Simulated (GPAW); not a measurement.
The system is Ag.

```xyz
1
Lattice="0.0000 2.0427 2.0427 2.0427 0.0000 2.0427 2.0427 2.0427 0.0000" Properties=species:S:1:pos:R:3 pbc="T T T"
Ag    0.0000    0.0000    0.0000
```

Program: GPAW 26.7.0. Alike in all runs: task band structure; cell as given; k mesh 11 × 11 × 11; cutoff (eV) 600; smearing fermi-dirac 0.05 eV.

Q: Order these runs on this cell by their pressure, lowest first.
A. level TPSS; potentials or basis GPAW PAW data sets (gpaw-data 1.2.1), pw; spin SOC, no magnetisation; eigensolver davidson; band points 60; spin axis theta (degrees) 90; spin axis phi (degrees) 45
B. level LDA; potentials or basis PAW data sets generated in the run's folder for this functional, pw; spin off; band points 100
C. level M06-L; potentials or basis GPAW PAW data sets (gpaw-data 1.2.1), pw; spin SOC, no magnetisation; band points 100; spin axis theta (degrees) 90; spin axis phi (degrees) 0

A: B (-7.6 GPa), A (-0.5 GPa), C (5.6 GPa).

Caveats: spin-orbit coupling was added after a scalar SCF, so levels and gaps hold it while energy, forces, pressure and moments don't (some runs); the PAW data sets were made with another functional, which shifts forces and pressure a little (some runs).

Runs at the PBE level aren't shown here.
